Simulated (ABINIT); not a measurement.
# BN (F-43m) in ABINIT: further runs

The runs below take BN through equation of state, with LDA-PZ, PBE.

Program: ABINIT 10.8.3 (patched build). These are calculated values, not measurements. Logs are shortened: lines on timing, memory, paths and dates and some standing lists are left out, and cuts for length are marked. The log counts tension as positive stress, the text compression.

**The experiment to reproduce.**

“Effect of nanostructuration on compressibility of cubic BN”, 2012, arxiv:1208.3664 quotes, for a bulk crystal of BN at 300 K: bulk modulus 395 ± 2 GPa.

The runs below are set against these values where they give the same quantity.

## Step 1: The structure

The structure is cubic, space group F-43m (No. 216). The conventional cell has a = 3.626 Å, b = 3.626 Å, c = 3.626 Å, α = 90.00°, β = 90.00°, γ = 90.00°. N (site symmetry -43m) is surrounded by 4 B at 1.57 Å. B (site symmetry -43m) has 4 N at 1.57 Å as nearest neighbours.

The cell is a database's computed one.

## Step 2: Equation of state, LDA-PZ

run.abi reads:

```
# Datasets: one volume each
ndtset 7
getwfk -1
scalecart1 3*0.9795861087
scalecart2 3*0.9864848297
scalecart3 3*0.9932883884
scalecart4 3*1.0000000000
scalecart5 3*1.0066227096
scalecart6 3*1.0131594038
scalecart7 3*1.0196128224

# Pseudopotentials
pp_dirpath "./"
pseudos "N.LDA_PW-JTH.xml, B.LDA_PW-JTH.xml"

# Structure
acell 3*1.0
rprim
     0.0000000000     3.4260753537     3.4260753537
     3.4260753537     0.0000000000     3.4260753537
     3.4260753537     3.4260753537     0.0000000000
ntypat 2
znucl 7 5
natom 2
typat 1 2
xred
     0.2500000000     0.2500000000     0.2500000000
     0.0000000000     0.0000000000     0.0000000000

# Plane-wave basis
ecut 25.0
pawecutdg 47.0

# k points
kptopt 1
ngkpt 13 13 13
nshiftk 1
shiftk 0.0 0.0 0.0

# Exchange and correlation
ixc 2

# Bands and occupations
nband 8
occopt 3
tsmear 0.05 eV

# SCF cycle
nstep 100
tolvrs 1.0e-9

# Output
iomode 3
prtwf 1
prtden 0
prteig 0
prtebands 0
```

Potentials or basis: JTH PAW LDA v2.0.

On the command line:

```
$ abinit run.abi > log 2>&1
```

run.abo:

```text
.Version 10.8.3 of ABINIT
 DATASET    1 : space group F-4 3 m (#216); Bravais cF (face-center cubic)
================================================================================
 Values of the parameters that define the memory need for DATASET  1.
     intxc =       0    ionmov =       0      iscf =      17    lmnmax =       8
     lnmax =       4     mgfft =      24  mpssoang =       2    mqgrid =    3001
     natom =       2  nloc_mem =       2    nspden =       1   nspinor =       1
    nsppol =       1      nsym =      24    n1xccc =       1    ntypat =       2
    occopt =       3   xclevel =       1
       mpw =         465          nfft =       13824          nkpt =          84
 PAW method is used; the additional fine FFT grid is defined by:
   mgfftf=        30    nfftf =     27000
================================================================================
================================================================================
[... 71 lines left out ...]
 DATASET    7 : space group F-4 3 m (#216); Bravais cF (face-center cubic)
================================================================================
 Values of the parameters that define the memory need for DATASET  7.
     intxc =       0    ionmov =       0      iscf =      17    lmnmax =       8
     lnmax =       4     mgfft =      24  mpssoang =       2    mqgrid =    3001
     natom =       2  nloc_mem =       2    nspden =       1   nspinor =       1
    nsppol =       1      nsym =      24    n1xccc =       1    ntypat =       2
    occopt =       3   xclevel =       1
       mpw =         532          nfft =       13824          nkpt =          84
 PAW method is used; the additional fine FFT grid is defined by:
   mgfftf=        32    nfftf =     32768
================================================================================
================================================================================

--------------------------------------------------------------------------------
------------- Echo of variables that govern the present computation ------------
--------------------------------------------------------------------------------
 -outvars: echo values of preprocessed input variables --------
            acell      1.0000000000E+00  1.0000000000E+00  1.0000000000E+00 Bohr
              amu      1.40067400E+01  1.08110000E+01
             ecut      2.50000000E+01 Hartree
           getwfk          -1
                       outvar_i_n : Printing only first  50 k-points.
              ixc           2
           jdtset        1    2    3    4    5    6    7
                       outvar_i_n : Printing only first  50 k-points.
         kptrlatt       13    0    0      0   13    0      0    0   13
          kptrlen1     6.17018064E+01
          kptrlen2     6.21363405E+01
          kptrlen3     6.25648805E+01
          kptrlen4     6.29876290E+01
          kptrlen5     6.34047778E+01
          kptrlen6     6.38165086E+01
          kptrlen7     6.42229942E+01
            natom           2
            nband           8
           ndtset           7
            ngfft          24      24      24
          ngfftdg1         30      30      30
          ngfftdg2         30      30      30
          ngfftdg3         30      30      30
          ngfftdg4         30      30      30
          ngfftdg5         32      32      32
          ngfftdg6         32      32      32
          ngfftdg7         32      32      32
             nkpt          84
            nstep         100
             nsym          24
           ntypat           2
                       prtocc : prtvol=0, do not print more k-points.
           occopt           3
        pawecutdg      4.70000000E+01 Hartree
           prtden           0
        prtebands           0
           prteig           0
            rprim1     0.0000000000E+00  3.3561358238E+00  3.3561358238E+00
                       3.3561358238E+00  0.0000000000E+00  3.3561358238E+00
                       3.3561358238E+00  3.3561358238E+00  0.0000000000E+00
            rprim2     0.0000000000E+00  3.3797713618E+00  3.3797713618E+00
                       3.3797713618E+00  0.0000000000E+00  3.3797713618E+00
                       3.3797713618E+00  3.3797713618E+00  0.0000000000E+00
            rprim3     0.0000000000E+00  3.4030808666E+00  3.4030808666E+00
                       3.4030808666E+00  0.0000000000E+00  3.4030808666E+00
                       3.4030808666E+00  3.4030808666E+00  0.0000000000E+00
            rprim4     0.0000000000E+00  3.4260753537E+00  3.4260753537E+00
                       3.4260753537E+00  0.0000000000E+00  3.4260753537E+00
                       3.4260753537E+00  3.4260753537E+00  0.0000000000E+00
            rprim5     0.0000000000E+00  3.4487652558E+00  3.4487652558E+00
                       3.4487652558E+00  0.0000000000E+00  3.4487652558E+00
                       3.4487652558E+00  3.4487652558E+00  0.0000000000E+00
            rprim6     0.0000000000E+00  3.4711604627E+00  3.4711604627E+00
                       3.4711604627E+00  0.0000000000E+00  3.4711604627E+00
                       3.4711604627E+00  3.4711604627E+00  0.0000000000E+00
            rprim7     0.0000000000E+00  3.4932703611E+00  3.4932703611E+00
                       3.4932703611E+00  0.0000000000E+00  3.4932703611E+00
                       3.4932703611E+00  3.4932703611E+00  0.0000000000E+00
          spgroup         216
           tolvrs      1.00000000E-09
           tsmear      1.83746611E-03 Hartree
            typat      1  2
           useylm           1
                       outvars : Printing only first  50 k-points.
           xangst1     8.8799529673E-01  8.8799529673E-01  8.8799529673E-01
                       0.0000000000E+00  0.0000000000E+00  0.0000000000E+00
           xangst2     8.9424899077E-01  8.9424899077E-01  8.9424899077E-01
                       0.0000000000E+00  0.0000000000E+00  0.0000000000E+00
           xangst3     9.0041642013E-01  9.0041642013E-01  9.0041642013E-01
                       0.0000000000E+00  0.0000000000E+00  0.0000000000E+00
           xangst4     9.0650049939E-01  9.0650049939E-01  9.0650049939E-01
                       0.0000000000E+00  0.0000000000E+00  0.0000000000E+00
           xangst5     9.1250398895E-01  9.1250398895E-01  9.1250398895E-01
                       0.0000000000E+00  0.0000000000E+00  0.0000000000E+00
           xangst6     9.1842950551E-01  9.1842950551E-01  9.1842950551E-01
                       0.0000000000E+00  0.0000000000E+00  0.0000000000E+00
           xangst7     9.2427953269E-01  9.2427953269E-01  9.2427953269E-01
                       0.0000000000E+00  0.0000000000E+00  0.0000000000E+00
            xcart1     1.6780679119E+00  1.6780679119E+00  1.6780679119E+00
                       0.0000000000E+00  0.0000000000E+00  0.0000000000E+00
            xcart2     1.6898856809E+00  1.6898856809E+00  1.6898856809E+00
                       0.0000000000E+00  0.0000000000E+00  0.0000000000E+00
            xcart3     1.7015404333E+00  1.7015404333E+00  1.7015404333E+00
                       0.0000000000E+00  0.0000000000E+00  0.0000000000E+00
            xcart4     1.7130376768E+00  1.7130376768E+00  1.7130376768E+00
                       0.0000000000E+00  0.0000000000E+00  0.0000000000E+00
            xcart5     1.7243826279E+00  1.7243826279E+00  1.7243826279E+00
                       0.0000000000E+00  0.0000000000E+00  0.0000000000E+00
            xcart6     1.7355802314E+00  1.7355802314E+00  1.7355802314E+00
                       0.0000000000E+00  0.0000000000E+00  0.0000000000E+00
            xcart7     1.7466351806E+00  1.7466351806E+00  1.7466351806E+00
                       0.0000000000E+00  0.0000000000E+00  0.0000000000E+00
             xred      2.5000000000E-01  2.5000000000E-01  2.5000000000E-01
                       0.0000000000E+00  0.0000000000E+00  0.0000000000E+00
            znucl        7.00000    5.00000

================================================================================

 chkinp: Checking input parameters for consistency, jdtset=   1.

 chkinp: Checking input parameters for consistency, jdtset=   2.
[... 46 lines left out ...]
 getcut: wavevector=  0.0000  0.0000  0.0000  ngfft=  30  30  30
         ecut(hartree)=     47.000   => boxcut(ratio)=   2.05038

--- Pseudopotential description ------------------------------------------------
- pspini: atom type   1  psp file is ./N.LDA_PW-JTH.xml
 Pseudopotential format is: paw10
 basis_size (lnmax)=  4 (lmn_size=  8), orbitals=   0   0   1   1
 Spheres core radius: rc_sph= 1.20497474
 Shapefunction is SIN type: shapef(r)=[sin(pi*r/rshp)/(pi*r/rshp)]**2
 Radius for shape functions =  1.00243812
 Compensation charge density is not taken into account in XC energy/potential

- pspini: atom type   2  psp file is ./B.LDA_PW-JTH.xml
 Pseudopotential format is: paw10
 basis_size (lnmax)=  4 (lmn_size=  8), orbitals=   0   0   1   1
 Spheres core radius: rc_sph= 1.70616958
 Shapefunction is SIN type: shapef(r)=[sin(pi*r/rshp)/(pi*r/rshp)]**2
 Radius for shape functions =  1.40269776
 Compensation charge density is not taken into account in XC energy/potential

   5.65793895E+01                                ecore*ucvol(ha*bohr**3)
--------------------------------------------------------------------------------

================================================================================

--- !BeginCycle
iteration_state: {dtset: 1, }
solver: {iscf: 17, nstep: 100, nline: 4, wfoptalg: 10, }
tolerances: {tolvrs: 1.00E-09, }
...
[... 1231 lines left out ...]
-Cartesian components of stress tensor (GPa)         [Pressure= -3.2415E+01 GPa]
- sigma(1 1)=  3.24148889E+01  sigma(3 2)=  0.00000000E+00
- sigma(2 2)=  3.24148889E+01  sigma(3 1)=  0.00000000E+00
- sigma(3 3)=  3.24148889E+01  sigma(2 1)=  0.00000000E+00

== END DATASET(S) ==============================================================
================================================================================

 -outvars: echo values of variables after computation  --------
            acell      1.0000000000E+00  1.0000000000E+00  1.0000000000E+00 Bohr
           etotal1    -1.3015406566E+01
           etotal2    -1.3015753674E+01
           etotal3    -1.3015631581E+01
           etotal4    -1.3015086730E+01
           etotal5    -1.3014154911E+01
           etotal6    -1.3012878612E+01
           etotal7    -1.3011283128E+01
            fcart1    -3.1340046872E-31  1.4001809060E-48  3.1340046872E-31
                       3.1340046872E-31 -1.4001809060E-48 -3.1340046872E-31
            fcart2    -0.0000000000E+00 -0.0000000000E+00 -0.0000000000E+00
                      -0.0000000000E+00 -0.0000000000E+00 -0.0000000000E+00
            fcart3    -1.2363086057E-30  3.4314456989E-47  1.2363086057E-30
                       1.2363086057E-30 -3.4314456989E-47 -1.2363086057E-30
            fcart4    -0.0000000000E+00 -0.0000000000E+00 -0.0000000000E+00
                      -0.0000000000E+00 -0.0000000000E+00 -0.0000000000E+00
            fcart5    -2.4398634578E-30 -1.2199317289E-30  4.8797269157E-30
                       2.4398634578E-30  1.2199317289E-30 -4.8797269157E-30
[... 38 lines left out ...]
                       0.0000000000E+00  0.0000000000E+00  0.0000000000E+00
           xangst1     8.8799529673E-01  8.8799529673E-01  8.8799529673E-01
                       0.0000000000E+00  0.0000000000E+00  0.0000000000E+00
           xangst2     8.9424899077E-01  8.9424899077E-01  8.9424899077E-01
                       0.0000000000E+00  0.0000000000E+00  0.0000000000E+00
           xangst3     9.0041642013E-01  9.0041642013E-01  9.0041642013E-01
                       0.0000000000E+00  0.0000000000E+00  0.0000000000E+00
           xangst4     9.0650049939E-01  9.0650049939E-01  9.0650049939E-01
                       0.0000000000E+00  0.0000000000E+00  0.0000000000E+00
           xangst5     9.1250398895E-01  9.1250398895E-01  9.1250398895E-01
                       0.0000000000E+00  0.0000000000E+00  0.0000000000E+00
           xangst6     9.1842950551E-01  9.1842950551E-01  9.1842950551E-01
                       0.0000000000E+00  0.0000000000E+00  0.0000000000E+00
           xangst7     9.2427953269E-01  9.2427953269E-01  9.2427953269E-01
                       0.0000000000E+00  0.0000000000E+00  0.0000000000E+00
             xred      2.5000000000E-01  2.5000000000E-01  2.5000000000E-01
                       0.0000000000E+00  0.0000000000E+00  0.0000000000E+00
 Calculation completed.
```

Wall time 31 s (1 thread of AMD EPYC 9R45 (Zen 5), shared host); peak memory 0.12 GiB.

What came out:

- Equilibrium volume: 5.75 Å³/atom
- Bulk modulus: 404 GPa
- Pressure derivative of the bulk modulus: 3.8

Energy against volume, from the lowest point:
| volume (Å³/atom) | energy (meV/atom) |
| --- | --- |
| 5.602 | 4.72 |
| 5.721 | 0.00 |
| 5.840 | 1.66 |
| 5.959 | 9.07 |
| 6.078 | 21.75 |
| 6.198 | 39.12 |
| 6.317 | 60.82 |

Caveat: the cutoff is too short for stress, so the log's stress isn't used; pressures at fixed basis lie under the slope of the energies; the atomic spheres overlap.

## Step 3: Equation of state, PBE

run.abi reads:

```
ndtset 7
getwfk -1
scalecart1 3*0.9795861087
scalecart2 3*0.9864848297
scalecart3 3*0.9932883884
scalecart4 3*1.0000000000
scalecart5 3*1.0066227096
scalecart6 3*1.0131594038
scalecart7 3*1.0196128224

pp_dirpath "./"
pseudos "N_ONCV_PBE-1.2.upf, B_ONCV_PBE-1.2.upf"

acell 2.5639706028 2.5639706028 2.5639706028 Angstrom
rprim
     0.0000000000     0.7071067812     0.7071067812
     0.7071067812     0.0000000000     0.7071067812
     0.7071067812     0.7071067812     0.0000000000
ntypat 2
znucl 7 5
natom 2
typat 1 2
xred
     0.2500000000     0.2500000000     0.2500000000
     0.0000000000     0.0000000000     0.0000000000

ecut 42.0

kptopt 1
ngkpt 13 13 13
nshiftk 1
shiftk 0.0 0.0 0.0

ixc 11

nband 8
occopt 3
tsmear 0.00183747

nstep 100
tolvrs 1.0e-10

iomode 3
prtwf 1
prtden 0
prteig 0
prtebands 0
enunit 1
```

Potentials or basis: SG15 NC PBE v1.2.

On the command line:

```
$ abinit run.abi > log 2>&1
```

It took 58 s on 1 thread of AMD EPYC 9R45 (Zen 5), shared host; peak memory 0.12 GiB.

It converged, with:

* Equilibrium volume: 5.93 Å³/atom
* Bulk modulus: 369 GPa
* Pressure derivative of the bulk modulus: 3.7

Energy against volume, from the lowest point:
```csv
volume (Å³/atom),energy (meV/atom)
5.602,23.37
5.721,9.25
5.840,1.65
5.959,0.00
6.078,3.76
6.198,12.44
6.317,25.61
```

Caveat: pressures at fixed basis lie under the slope of the energies.

## Step 4: Against experiment

Step 2. Against the measured bulk modulus of BN, 395 GPa (300 K; quoted in “Effect of nanostructuration on compressibility of cubic BN”, 2012, arxiv:1208.3664), the calculated 404 GPa is off by +2.2 %. The fit is for a static lattice scaled at fixed shape and fixed fractional positions.

Step 3. Measured bulk modulus of BN: 395 GPa (300 K; quoted in “Effect of nanostructuration on compressibility of cubic BN”, 2012, arxiv:1208.3664). This calculation gives 369 GPa (-6.6 %). The fit is for a static lattice scaled at fixed shape and fixed fractional positions.
